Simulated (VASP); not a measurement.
EuO: band structure with PBE+U

Crystal: EuO.

```xyz
2
Lattice="0.0000 2.5882 2.5882 2.5882 0.0000 2.5882 2.5882 2.5882 0.0000" Properties=species:S:1:pos:R:3 pbc="T T T"
Eu    0.0000    0.0000    0.0000
O     2.5882    2.5882    2.5882
```

```json
{
 "Program": "VASP 6.6.1",
 "Task": "band structure",
 "Functional": "PBE",
 "Potentials or basis": "VASP PAW PBE potentials, release 64 (Eu, O)",
 "Cutoff": "520 eV",
 "k mesh": "12 × 12 × 12",
 "Occupations": "gaussian, width 0.02 eV",
 "Spin": "collinear spin, ferromagnetic start",
 "Starting moments": "[7.0, 0.0] μB",
 "Hubbard terms": "Eu f U = 6.0 eV",
 "Further INCAR settings": "ALGO = Fast; EDIFF = 1e-07; NBANDS = 22"
}
```

```
Band gap on the k mesh  : 0.06 eV, indirect (least direct gap 0.23 eV)
Band gap along the path : 0.06 eV, indirect (least direct gap 0.23 eV)
Net moment              : 7.00 μB per cell
```

Levels at the corners of the path, in eV from the valence-band top:
Spin up:
```tsv
point	band 13	band 14	band 15	band 16	band 17	band 18
Γ	0.00	0.00	0.00	0.85	2.97	2.97
X	-0.48	-0.16	-0.16	0.06	4.61	7.01
X	-0.48	-0.16	-0.16	0.06	4.61	7.01
W	-0.51	-0.48	-0.47	3.07	3.07	5.47
W	-0.51	-0.48	-0.47	3.07	3.07	5.47
K	-0.57	-0.48	-0.37	1.82	4.97	5.62
K	-0.57	-0.48	-0.37	1.82	4.97	5.62
Γ	0.00	0.00	0.00	0.85	2.97	2.97
Γ	0.00	0.00	0.00	0.85	2.97	2.97
L	-0.52	-0.48	-0.47	3.51	5.64	5.64
L	-0.52	-0.48	-0.47	3.51	5.64	5.64
U	-0.57	-0.48	-0.37	1.82	4.97	5.62
U	-0.57	-0.48	-0.37	1.82	4.97	5.62
W	-0.51	-0.48	-0.47	3.07	3.07	5.47
W	-0.51	-0.48	-0.47	3.07	3.07	5.47
L	-0.52	-0.48	-0.47	3.51	5.64	5.64
L	-0.52	-0.48	-0.47	3.51	5.64	5.64
K	-0.57	-0.48	-0.37	1.82	4.97	5.62
U	-0.57	-0.48	-0.37	1.82	4.97	5.62
X	-0.48	-0.16	-0.16	0.06	4.61	7.01
```
Spin down:
```
point  band 6  band 7  band 8  band 9  band 10  band 11
    Γ   -2.54   -2.54   -2.54    1.62     3.92     3.92
    X   -2.66   -2.52   -2.52    0.91     5.48     7.78
    X   -2.66   -2.52   -2.52    0.91     5.48     7.78
    W   -3.64   -2.74   -2.74    3.66     3.66     6.44
    W   -3.64   -2.74   -2.74    3.66     3.66     6.44
    K   -3.37   -3.04   -2.74    2.42     5.60     6.55
    K   -3.37   -3.04   -2.74    2.42     5.60     6.55
    Γ   -2.54   -2.54   -2.54    1.62     3.92     3.92
    Γ   -2.54   -2.54   -2.54    1.62     3.92     3.92
    L   -4.60   -3.66   -3.66    4.13     6.32     6.67
    L   -4.60   -3.66   -3.66    4.13     6.32     6.67
    U   -3.37   -3.04   -2.74    2.42     5.60     6.55
    U   -3.37   -3.04   -2.74    2.42     5.60     6.55
    W   -3.64   -2.74   -2.74    3.66     3.66     6.44
    W   -3.64   -2.74   -2.74    3.66     3.66     6.44
    L   -4.60   -3.66   -3.66    4.13     6.32     6.67
    L   -4.60   -3.66   -3.66    4.13     6.32     6.67
    K   -3.37   -3.04   -2.74    2.42     5.60     6.55
    U   -3.37   -3.04   -2.74    2.42     5.60     6.55
    X   -2.66   -2.52   -2.52    0.91     5.48     7.78
```

It took 9.9 min on 1 thread of Intel(R) Xeon(R) 6975P-C (Granite Rapids), with other jobs on the host, peak memory 0.37 GiB.

Caveat: the log is that of the step along the path at fixed density, whose energy, stress, charges and moments have no meaning; spin-orbit coupling is left out, which moves the levels of the heavy elements; a cell with one magnetic atom can't hold antiferromagnetic order, which such compounds often take. The state reached can hang on the start; a lower one may exist.
